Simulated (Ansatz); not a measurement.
Cu:

```xyz
1
Lattice="0.0000 1.8075 1.8075 1.8075 0.0000 1.8075 1.8075 1.8075 0.0000" Properties=species:S:1:pos:R:3 pbc="T T T"
Cu    0.0000    0.0000    0.0000
```

* Program: Ansatz 0.2.0
* Task: relaxation of cell and atoms
* Functional: PBEsol
* Dispersion: D3(BJ)
* Potentials or basis: all-electron LAPW, scalar-relativistic
* Basis error allowed: 0.001 eV/atom
* k mesh: 13 × 13 × 13
* Occupations: fermi-dirac, width 0.05 eV
* Spin: no spin polarisation

At the start: volume 11.81 Å³/atom.

Question: How do energy, volume and symmetry change on relaxing?

Answer: Over 6 steps the energy falls by 47.1 meV/atom and the volume is 10.81 Å³/atom (-8.5 %); space group Fm-3m (No. 225, to 0.05 Å).

Step by step:
| step | energy change (eV) | largest force (eV/Å) | volume (Å³) |
| --- | --- | --- | --- |
| 1 | 0.0000 | 0.0000 | 11.81 |
| 2 | -0.0365 | 0.0000 | 11.26 |
| 3 | -0.0467 | 0.0000 | 10.72 |
| 4 | -0.0471 | 0.0000 | 10.81 |
| 5 | -0.0471 | 0.0000 | 10.81 |
| 6 | -0.0471 | 0.0000 | 10.81 |

Final structure:
```
Cu
1.0
     0.00000    1.75476    1.75476
     1.75476    0.00000    1.75476
     1.75476    1.75476    0.00000
Cu
1
Direct
  0.00000 0.00000 0.00000
```
